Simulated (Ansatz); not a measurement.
# MoH8: what a guessed cell relaxes into, part 2 of 2

Where does this trial cell of MoH8 go when cell and atoms are let free?

Ansatz 0.2.0; DFT PBE, scalar-relativistic, plane waves, PAW. Earlier steps stand in the parts before.

## (4) Final relaxation

The end of the coarse run is made exact in the group found at a tolerance of 0.06 Å and reduced to its primitive cell.

input.yaml

```yaml
crystal:
  lattice:
    - [3.4182168046, 0.0, 0.0]
    - [-1.7091084023, 2.9602625884, 0.0]
    - [0.0, 0.0, 5.9832827806]
  atoms:
    - { symbol: H, position: [0.0, 0.0, 0.2061355756] }
    - { symbol: H, position: [0.0, 0.0, 0.7938644244] }
    - { symbol: H, position: [0.5, 0.0, 0.6473413359] }
    - { symbol: H, position: [0.0, 0.5, 0.6473413359] }
    - { symbol: H, position: [0.5, 0.5, 0.6473413359] }
    - { symbol: H, position: [0.5, 0.0, 0.3526586641] }
    - { symbol: H, position: [0.0, 0.5, 0.3526586641] }
    - { symbol: H, position: [0.5, 0.5, 0.3526586641] }
    - { symbol: Mo, position: [0.0, 0.0, 0.5] }
basis:
  ecutwfc: 420
kpoints:
  mp_grid: { grid: [12, 12, 6] }
hamiltonian:
  xc: pbe
scf:
  occupations: { method: gaussian, width: 0.01 }
output:
  forces: true
  stress: true
  eigenvalues: true
  write_density: true
  write_potential: true
  elf: true
  volumetric_format: npy
relax:
  adjacent_minimum: "off"
  f_tol: 0.01
  max_steps: 80
  cell: { stress_tol: 0.05 }
```

Launch:

```
ansatz run input.yaml --threads 1 --pin off --max-ram 2048MiB --backend cpu --events-out ev --progress --plain --runs-dir out
```

Standard output:

```text
Warning: RAYON_NUM_THREADS=1 ignored (pool sized by the plan → 1); use --threads N
Engine: ansatz 0.2.0, aarch64-unknown-linux-gnu
Pseudopotentials: kind: paw
Pseudopotential: H, paw, valence charge 1, recommended cutoff 420 eV (normal), H.paw.azcp
Pseudopotential: Mo, paw, valence charge 14, recommended cutoff 420 eV (normal), Mo.paw.azcp
Functional definition: PBE
  parameter kappa = 0.804
  parameter beta = 0.06672455060314922
  exchange = pbe_x(kappa = kappa, mu = beta*pi^2/3)
  correlation = pbe_c(beta = beta)
Crystal: 9 atoms, lattice volume = 60.544 Å³
Basis set: ecut = 420 eV, 1159 PW (Γ), exchange–correlation on 48×48×80 points (8 copies of the dense FFT grid, shifted against one another)
Bands: 20, of which v1, the nominal top of the filled ones, is band 11 counted from 1 (10 counted from 0)
Symmetry: 24 space group operations
Space group: P6/mmm (ITA 191), of the structure as read, at distance tolerance 3.9e-5 Å
k-points: 76 of 864
Non-local potential: H, projectors of the file, l = 0: 2, l = 1: 1
Non-local potential: Mo, projectors of the file, l = 0: 3, l = 1: 2, l = 2: 2, l = 3: 1
PAW form: soft (Blöchl's): semilocal exchange-correlation on the pseudo side does not see the compensation charge
PAW one-centre angular grid: H, 110 points (default); XC on 64 Gauss nodes
PAW one-centre angular grid: Mo, 590 points (default); XC on 64 Gauss nodes
Initial density: superposition of atomic densities (neutral atoms: chi_scale 0, normalization atom), corrected by the library's trained network
Initial wavefunctions: pseudopotential atomic-orbital guess
Functional: x = pbe(κ = 0.804, μ = 0.2195149727645171), c = pbe(β = 0.06672455060314922)
SCF iter   1: F=—  HF=-5080.098721 eV  |F-HF|=—  |Δ(HF+E_count)|=         —  Δρ=4.95e-2  dr2=4.08e0  ethr=1.77e-3  ⟨swp⟩=6.5  Hψ=8129  notcnv=0
preconditioner: auto → none  [insulator: Δε(μ)=0.253 eV  Ē_g=10.991 eV  σ=0.010 eV  W_gap=1.00  n_scr=10 (ndim 8)  ℏωp=17.9 eV  f_vac=0.170  D(μ)=0.00/eV (n_scr^D=0)  ε∞_Penn≈3.6]
SCF iter   2: F=—  HF=-5080.076355 eV  |F-HF|=—  |Δ(HF+E_count)|=   2.24e-2  Δρ=6.04e-2  dr2=4.79e0  ethr=1.77e-3  ⟨swp⟩=3.1  Hψ=3964  notcnv=0  defer=153
preconditioner: auto → LDOS  [metal: Δε(μ)=0.008 eV  Ē_g=10.762 eV  σ=0.010 eV  W_gap=0.39  n_scr=10 (ndim 8)  ℏωp=17.9 eV  f_vac=0.185  D(μ)=1.21/eV (n_scr^D=2)  β→1.0]
SCF iter   3: F=—  HF=-5079.125761 eV  |F-HF|=—  |Δ(HF+E_count)|=   9.51e-1  Δρ=4.60e-3  dr2=1.65e-2  ethr=1.77e-3  ⟨swp⟩=3.0  Hψ=3779  notcnv=0  defer=127
SCF iter   4: F=—  HF=-5079.123310 eV  |F-HF|=—  |Δ(HF+E_count)|=   2.45e-3  Δρ=1.17e-3  dr2=3.90e-4  ethr=7.52e-5  ⟨swp⟩=2.2  Hψ=2553  notcnv=0  defer=135
SCF iter   5: F=—  HF=-5079.123543 eV  |F-HF|=—  |Δ(HF+E_count)|=   2.34e-4  Δρ=3.33e-4  dr2=6.78e-5  ethr=1.77e-6  ⟨swp⟩=2.1  Hψ=2695  notcnv=0  defer=135
SCF iter   6: F=—  HF=-5079.123544 eV  |F-HF|=—  |Δ(HF+E_count)|=   5.57e-7  Δρ=5.10e-5  dr2=1.16e-6  ethr=3.08e-7  ⟨swp⟩=2.8  Hψ=2269  notcnv=0  defer=135
SCF iter   7: F=-5079.123544 eV  HF=-5079.123544 eV  |F-HF|=9.69e-9  |Δ(HF+E_count)|=   5.39e-7  Δρ=4.50e-6  dr2=7.41e-9  ethr=4.55e-10  ⟨swp⟩=16.4  Hψ=11398  notcnv=0
SCF 1 converged in 7 iterations: F = -5079.123544 eV  dr2 = 7.41e-9
relax step   1: F+E_penalty+E_count = -5079.12354424 eV  Δ(F+E_penalty+E_count) = +0.000e0 eV  max|allowed force component| = 4.215e-2 eV/Å  Δτ_max = 0.0000 Å  P = -0.086 GPa  Ω = 60.544 Å³  (7 SCF iters, dr2 threshold 1.00e-7 eV, accepted)
Crystal: 9 atoms, lattice volume = 60.087 Å³
Initial density: handed on by an earlier stage of this run
Initial wavefunctions: those handed on with the density
iter 1 solved again at ethr=4.37e-6 eV; its pass at ethr=3.10e-3 eV (dr2=9.62e-4 eV) is discarded
SCF iter   1: F=—  HF=-5079.124321 eV  |F-HF|=—  |Δ(HF+E_count)|=         —  Δρ=1.30e-3  dr2=1.00e-3  ethr=4.37e-6  ⟨swp⟩=2.5  Hψ=8547  notcnv=0
preconditioner: auto → none  [insulator: Δε(μ)=0.129 eV  Ē_g=10.790 eV  σ=0.010 eV  W_gap=1.00  n_scr=10 (ndim 8)  ℏωp=17.9 eV  f_vac=0.171  D(μ)=0.00/eV (n_scr^D=0)  ε∞_Penn≈3.8]
SCF iter   2: F=—  HF=-5079.124134 eV  |F-HF|=—  |Δ(HF+E_count)|=   1.87e-4  Δρ=6.36e-4  dr2=2.71e-4  ethr=4.37e-6  ⟨swp⟩=2.8  Hψ=2802  notcnv=0
SCF iter   3: F=—  HF=-5079.124121 eV  |F-HF|=—  |Δ(HF+E_count)|=   1.35e-5  Δρ=4.33e-4  dr2=1.47e-4  ethr=1.23e-6  ⟨swp⟩=2.8  Hψ=2714  notcnv=0
SCF iter   4: F=—  HF=-5079.124101 eV  |F-HF|=—  |Δ(HF+E_count)|=   1.99e-5  Δρ=1.63e-4  dr2=1.26e-5  ethr=6.69e-7  ⟨swp⟩=1.0  Hψ=1520  notcnv=0
SCF iter   5: F=—  HF=-5079.124100 eV  |F-HF|=—  |Δ(HF+E_count)|=   4.25e-7  Δρ=5.76e-5  dr2=1.37e-6  ethr=5.71e-8  ⟨swp⟩=1.0  Hψ=1520  notcnv=0
SCF iter   6: F=-5079.124101 eV  HF=-5079.124101 eV  |F-HF|=4.67e-9  |Δ(HF+E_count)|=   1.47e-7  Δρ=1.06e-5  dr2=4.88e-8  ethr=1.26e-9  ⟨swp⟩=10.3  Hψ=9550  notcnv=0
SCF 2 converged in 6 iterations: F = -5079.124101 eV  dr2 = 4.88e-8
relax step   2: F+E_penalty+E_count = -5079.12410054 eV  Δ(F+E_penalty+E_count) = -5.563e-4 eV  max|allowed force component| = 2.468e-2 eV/Å  Δτ_max = 0.0081 Å  P = +0.109 GPa  Ω = 60.087 Å³  energy of the carried Pulay correction = +7.189e-4 eV  (6 SCF iters, dr2 threshold 2.77e-7 eV, rejected (line search))
Crystal: 9 atoms, lattice volume = 60.310 Å³
iter 1 solved again at ethr=1.20e-6 eV; its pass at ethr=3.10e-3 eV (dr2=2.65e-4 eV) is discarded
SCF iter   1: F=—  HF=-5079.124309 eV  |F-HF|=—  |Δ(HF+E_count)|=         —  Δρ=6.76e-4  dr2=2.91e-4  ethr=1.20e-6  ⟨swp⟩=3.0  Hψ=7745  notcnv=0
preconditioner: auto → none  [insulator: Δε(μ)=0.165 eV  Ē_g=10.776 eV  σ=0.010 eV  W_gap=1.00  n_scr=10 (ndim 8)  ℏωp=17.9 eV  f_vac=0.173  D(μ)=0.00/eV (n_scr^D=0)  ε∞_Penn≈3.8]
SCF iter   2: F=—  HF=-5079.124236 eV  |F-HF|=—  |Δ(HF+E_count)|=   7.30e-5  Δρ=2.71e-4  dr2=3.17e-5  ethr=1.20e-6  ⟨swp⟩=2.4  Hψ=2006  notcnv=0
SCF iter   3: F=—  HF=-5079.124241 eV  |F-HF|=—  |Δ(HF+E_count)|=   4.32e-6  Δρ=1.17e-4  dr2=5.61e-6  ethr=1.44e-7  ⟨swp⟩=2.2  Hψ=2017  notcnv=0
SCF iter   4: F=—  HF=-5079.124243 eV  |F-HF|=—  |Δ(HF+E_count)|=   2.24e-6  Δρ=1.06e-4  dr2=1.05e-5  ethr=2.55e-8  ⟨swp⟩=2.8  Hψ=2344  notcnv=0
SCF iter   5: F=—  HF=-5079.124241 eV  |F-HF|=—  |Δ(HF+E_count)|=   1.35e-6  Δρ=2.19e-5  dr2=2.89e-7  ethr=2.55e-8  ⟨swp⟩=1.6  Hψ=1705  notcnv=0
SCF iter   6: F=—  HF=-5079.124242 eV  |F-HF|=—  |Δ(HF+E_count)|=   3.73e-7  Δρ=2.56e-6  dr2=3.52e-9  ethr=1.31e-9  ⟨swp⟩=2.0  Hψ=2146  notcnv=0
SCF iter   7: F=-5079.124242 eV  HF=-5079.124242 eV  |F-HF|=3.55e-11  |Δ(HF+E_count)|=   1.15e-9  Δρ=3.67e-7  dr2=5.04e-11  ethr=1.00e-12  ⟨swp⟩=5.6  Hψ=7554  notcnv=0
SCF 3 converged in 7 iterations: F = -5079.124242 eV  dr2 = 5.04e-11
relax step   3: F+E_penalty+E_count = -5079.12424177 eV  Δ(F+E_penalty+E_count) = -6.975e-4 eV  max|allowed force component| = 2.193e-3 eV/Å  Δτ_max = 0.0060 Å  P = -0.018 GPa  Ω = 60.310 Å³  energy of the carried Pulay correction = +3.666e-4 eV  (7 SCF iters, accepted)
[... 11 lines left out ...]
relax step   4: F+E_penalty+E_count = -5079.12443167 eV  Δ(F+E_penalty+E_count) = -1.899e-4 eV  max|allowed force component| = 1.664e-3 eV/Å  Δτ_max = 0.0030 Å  P = -0.013 GPa  Ω = 60.212 Å³  energy of the carried Pulay correction = +5.217e-4 eV  (7 SCF iters, accepted)
[... 10 lines left out ...]
relax step   5: F+E_penalty+E_count = -5079.12496535 eV  Δ(F+E_penalty+E_count) = -5.337e-4 eV  max|allowed force component| = 2.032e-3 eV/Å  Δτ_max = 0.0084 Å  P = +0.008 GPa  Ω = 59.929 Å³  energy of the carried Pulay correction = +9.676e-4 eV  (6 SCF iters, dr2 threshold 1.51e-8 eV, accepted)
[... 13 lines left out ...]
relax step   6: F+E_penalty+E_count = -5079.12569141 eV  Δ(F+E_penalty+E_count) = -7.261e-4 eV  max|allowed force component| = 2.894e-3 eV/Å  Δτ_max = 0.0131 Å  P = +0.014 GPa  Ω = 59.503 Å³  energy of the carried Pulay correction = +1.645e-3 eV  (8 SCF iters, accepted)
Initial wavefunctions: pseudopotential atomic-orbital guess (no wavefunctions were taken with the density)
iter 1 solved again at ethr=7.17e-8 eV; its pass at ethr=3.10e-3 eV (dr2=1.58e-5 eV) is discarded
SCF iter   1: F=—  HF=-5079.124207 eV  |F-HF|=—  |Δ(HF+E_count)|=         —  Δρ=6.57e-5  dr2=2.96e-7  ethr=7.17e-8  ⟨swp⟩=3.9  Hψ=13039  notcnv=0
preconditioner: auto → none  [insulator: Δε(μ)=0.132 eV  Ē_g=10.803 eV  σ=0.010 eV  W_gap=1.00  n_scr=10 (ndim 8)  ℏωp=18.0 eV  f_vac=0.162  D(μ)=0.00/eV (n_scr^D=0)  ε∞_Penn≈3.8]
SCF iter   2: F=—  HF=-5079.124226 eV  |F-HF|=—  |Δ(HF+E_count)|=   1.91e-5  Δρ=3.35e-5  dr2=1.37e-7  ethr=1.35e-9  ⟨swp⟩=2.0  Hψ=2083  notcnv=0
SCF iter   3: F=—  HF=-5079.124227 eV  |F-HF|=—  |Δ(HF+E_count)|=   4.19e-7  Δρ=1.99e-5  dr2=1.72e-7  ethr=6.21e-10  ⟨swp⟩=2.0  Hψ=2012  notcnv=0
SCF iter   4: F=—  HF=-5079.124227 eV  |F-HF|=—  |Δ(HF+E_count)|=   8.85e-8  Δρ=1.42e-6  dr2=3.32e-10  ethr=6.21e-10  ⟨swp⟩=2.5  Hψ=2057  notcnv=0
SCF iter   5: F=-5079.124227 eV  HF=-5079.124227 eV  |F-HF|=9.64e-11  |Δ(HF+E_count)|=  8.52e-10  Δρ=5.73e-7  dr2=5.46e-11  ethr=1.00e-12  ⟨swp⟩=6.6  Hψ=5823  notcnv=0
SCF 7 converged in 5 iterations: F = -5079.124227 eV  dr2 = 5.46e-11
relax step   7: F+E_penalty+E_count = -5079.12422674 eV  Δ(F+E_penalty+E_count) = +1.465e-3 eV  max|allowed force component| = 2.937e-3 eV/Å  Δτ_max = 0.0000 Å  P = -0.004 GPa  Ω = 59.503 Å³  stress off target by 5.44e-3 GPa  SCF on the basis re-selected at this cell (its energy is not comparable with the rows above)  (5 SCF iters)
basis re-selected at this cell: Δ(F+E_penalty+E_count) = +1.465e-3 eV, ΔP = -0.018 GPa vs the last step (what re-selecting the basis moved, of the pressure what is left beyond the Pulay correction that the steps carried, after the strain that the cell walked since its last selection, with what the two solves' SCF thresholds leave and, on support functions, any second-order correction that the steps lacked; it is no measure of the basis error at this ecutwfc). This SCF's stress stands 5.44e-3 GPa from its target on what of the cell is left free (relax.cell.stress_tol is 5.00e-2 GPa) and its largest allowed force component is 2.94e-3 eV/Å (relax.f_tol is 1.00e-2 eV/Å): within both
SCF converged after 5 iterations
Free energy (F): -5079.124227 eV
Harris-Foulkes:  -5079.124227 eV  (|F-HF|=9.64e-11)
Internal energy: -5079.124227 eV  (E = F + TS)
E sigma→0 (E₀):  -5079.124227 eV
Fermi energy:    4.791725 eV
--- Per-component energies (eV) ---
  E_band       = -293.616895
  E_kinetic    = 546.751282
  E_local      = -2281.473108  (includes V_loc(G=0)·N_el)
  E_nonlocal   = 151.651050
  E_hartree    = 879.289036
  E_xc         = -254.668730
  E_vxc        = -321.386339  (∫ρ·V_xc dr)
  E_paw        = -3204.371478  (= ΣΔE_a)
  E_vpaw       = -147.729698  (= ΣTr[D̂ρ^β])
  E_aug_tail   = -0.008154  (compensation charges beyond the density's cutoff)
  E_ewald      = -916.294125
  E_smearing   = -0.000000  (= −TS)
  E_closure    = 0.000000  (closes the sum)
  Σ components = -5079.124227   (vs F -5079.124227, Δ=0.00e0)
--- Forces (eV/Å), atoms counted from 1 ---
  atom   1  H      0.00000000     0.00000000    -0.00293700
  atom   2  H      0.00000000     0.00000000     0.00293700
  atom   3  H      0.00000000     0.00000000     0.00068860
  atom   4  H      0.00000000     0.00000000     0.00068860
  atom   5  H      0.00000000    -0.00000000     0.00068860
  atom   6  H      0.00000000     0.00000000    -0.00068860
  atom   7  H      0.00000000     0.00000000    -0.00068860
  atom   8  H      0.00000000    -0.00000000    -0.00068860
  atom   9  Mo     0.00000000     0.00000000     0.00000000
  max |Σ_I F_I| component: 2.17e-19 eV/Å
--- Stress (GPa, compression-positive) ---
       -0.003452       0.000000       0.000000
        0.000000      -0.003452       0.000000
        0.000000       0.000000      -0.005437
  P = ⅓ Tr σ = -0.0041 GPa (-0.041 kbar)
--- Band table (eV; the first three rows and the last of 76) ---
  k-point 0: bands = ["-56.1873", "-30.3696", "-30.3696", "-30.1302", "-6.6354", "-2.2711", "-0.1749", "0.4501", "0.4501", "4.6328", "4.6328", "6.6301", "8.2991", "8.6394", "8.6394", "12.3623", "13.3029", "13.3029", "13.6032", "15.9507"]
  k-point 1: bands = ["-56.1873", "-30.3696", "-30.3696", "-30.1302", "-6.6194", "-2.3673", "-0.0295", "0.4507", "0.4507", "4.6308", "4.6308", "5.9695", "8.6299", "8.6299", "9.1990", "12.3702", "13.3195", "13.3195", "13.7016", "16.0378"]
  k-point 2: bands = ["-56.1873", "-30.3696", "-30.3696", "-30.1303", "-6.5871", "-2.5382", "0.2545", "0.4516", "0.4516", "4.6268", "4.6268", "5.1743", "8.6113", "8.6113", "10.7342", "12.3858", "13.3519", "13.3519", "13.7576", "15.4686"]
  k-point 75: bands = ["-56.1672", "-30.5336", "-30.5336", "-30.0827", "-2.1126", "-2.1126", "-0.6972", "-0.6972", "0.0771", "2.1298", "3.3020", "6.3883", "6.3883", "9.5832", "9.6964", "9.6964", "12.0111", "14.6835", "14.6835", "14.9799"]
--- Relaxed structure (6 steps of the walk, 5 accepted, 1 SCFs on fresh bases) ---
  F+E_penalty+E_count = -5079.12422674 eV   max|allowed force component| = 2.937e-3 eV/Å   (the final SCF, on the basis selected at the relaxed cell)
  cell:  # Å, volume = 59.5028 Å³
    - [3.414273591374009, 4.475170725810382e-34, 0.0]
    - [-1.7071367956870045, 2.9568476656002214, 0.0]
    - [0.0, 0.0, 5.893997736702782]
  atoms:
    - { symbol: H, position: [-1.633500123134414e-36, -5.052177177532341e-36, 0.20102339820522425] }
    - { symbol: H, position: [4.961933949715322e-36, 5.79106103116306e-36, 0.7989766017947759] }
    - { symbol: H, position: [0.5, 3.6944192681536787e-37, 0.6498011072747859] }
    - { symbol: H, position: [0.0, 0.5, 0.6498011072747859] }
    - { symbol: H, position: [0.5, 0.5, 0.6498011072747859] }
    - { symbol: H, position: [0.5, 3.6944192681536787e-37, 0.35019889272521415] }
    - { symbol: H, position: [0.0, 0.5, 0.35019889272521415] }
    - { symbol: H, position: [0.5, 0.5, 0.35019889272521415] }
    - { symbol: Mo, position: [2.653972198681354e-37, 4.3297652569443454e-37, 0.5] }
```

It took 62 s on 1 thread of Arm Neoverse N1, shared host; peak memory 0.42 GiB.

Relaxation path:

| step | E - E(step 1) (eV/cell) | largest force component (eV/Å) | pressure (GPa) | volume (Å³) |
| --- | --- | --- | --- | --- |
| 1 | 0.0000 | 0.0421 | -0.09 | 60.54 |
| 2 | -0.0006 | 0.0247 | 0.11 | 60.09 |
| 3 | -0.0007 | 0.0022 | -0.02 | 60.31 |
| 4 | -0.0009 | 0.0017 | -0.01 | 60.21 |
| 5 | -0.0014 | 0.0020 | 0.01 | 59.93 |
| 6 | -0.0021 | 0.0029 | 0.01 | 59.50 |
| 7 | -0.0007 | 0.0029 | 0.00 | 59.50 |

Step 1 is the start. Step 7 repeats the geometry before it on a plane-wave basis chosen anew for that cell, so its energy need not be comparable with the rows above. Step 2 was tried and not accepted.

|  | before | after | change |
| --- | --- | --- | --- |
| a (Å) | 3.418 | 3.414 | -0.1 % |
| b (Å) | 3.418 | 3.414 | -0.1 % |
| c (Å) | 5.983 | 5.894 | -1.5 % |
| volume (Å³/atom) | 6.73 | 6.61 | -1.7 % |
| shortest distance (Å) | 1.709 | 1.707 | -0.1 % |
| space group (0.01 Å) | P6/mmm | P6/mmm | same |

The run keeps the 24 symmetry operations of the start, so it could not have lowered the symmetry.

Density in a lattice plane of the grid's cell (edges 3.41 and 5.89 Å, at 0.000 of the third edge), which holds H and Mo.

Ten even steps from ' ' (0.01 e/Å³) to '@' (6.40 e/Å³):
```
                            
                            
..                          
::..                      ..
....                      ..
..            ..            
::....      ..::..      ....
**++--..    ......    ..--++
@@@@**::              ::**@@
@@@@##--..          ..--##@@
@@@@**::              ::**@@
**++--..    ......    ..--++
::....      ..::..      ....
..            ..            
....                      ..
::..                      ..
..                          
                            
                            
                            
```
Columns run along the first of these edges and rows up along the second, over one cell in 14 and 20 even steps from the bottom left corner. Atoms in the plane (fractional): H at (1.00, 0.20), H at (0.00, 0.80), H at (0.50, 0.65), H at (0.50, 0.35), Mo at (0.00, 0.50).

ELF in the same plane.

Ten even steps from ' ' (0.00) to '@' (1.00):
```
==----..              ..----
@@@@@@##--          --##@@@@
@@@@@@%%==..      ..==%%@@@@
@@@@@@##--::::--::::--##@@@@
@@@@%%++--==##%%##==--++%%@@
++==----==##@@@@@@##==----==
----::::==##@@@@@@##==::::--
##**++--::**@@@@@@**::--++**
++**##++::--**##**--::++##**
::==##++::::==++==::::++##==
++**##++::--**##**--::++##**
##**++--::**@@@@@@**::--++**
----::::==##@@@@@@##==::::--
++==----==##@@@@@@##==----==
@@@@%%++--==##%%##==--++%%@@
@@@@@@##--::::--::::--##@@@@
@@@@@@%%==..      ..==%%@@@@
@@@@@@##--          --##@@@@
==----..              ..----
                            
```
Columns run along the first of these edges and rows up along the second, over one cell in 14 and 20 even steps from the bottom left corner. Atoms in the plane (fractional): H at (1.00, 0.20), H at (0.00, 0.80), H at (0.50, 0.65), H at (0.50, 0.35), Mo at (0.00, 0.50).

Both are smooth fields of the valence electrons: close to the nuclei they are not physical.

Maxima of ELF outside the ion cores: 1.00 at H.

## (5) Summary of results

This closing draws on all 2 parts. Changes of volume or cell count from the first structure of part 1.

| quantity | value |
| --- | --- |
| symmetry at the end (tolerance 0.02 Å) | space group P6/mmm (No. 191) |
| conventional cell | a = 3.414 Å, b = 3.414 Å, c = 5.894 Å, α = 90.00°, β = 90.00°, γ = 120.00° |
| volume | 6.61 Å³/atom |
| energy over the elements (uncorrected; H, N, O, F and Cl as molecules) | +0.43 eV/atom |
| gap on the mesh | 0.13 eV |

What this shows: The space group P6/mmm (No. 191) is kept, and the volume per atom shrinks by 12.6 % from the first guess. The formation energy is positive, so the separate elements lie lower. No finished test with a distortion of lower symmetry is shown, so the end may be a saddle point.
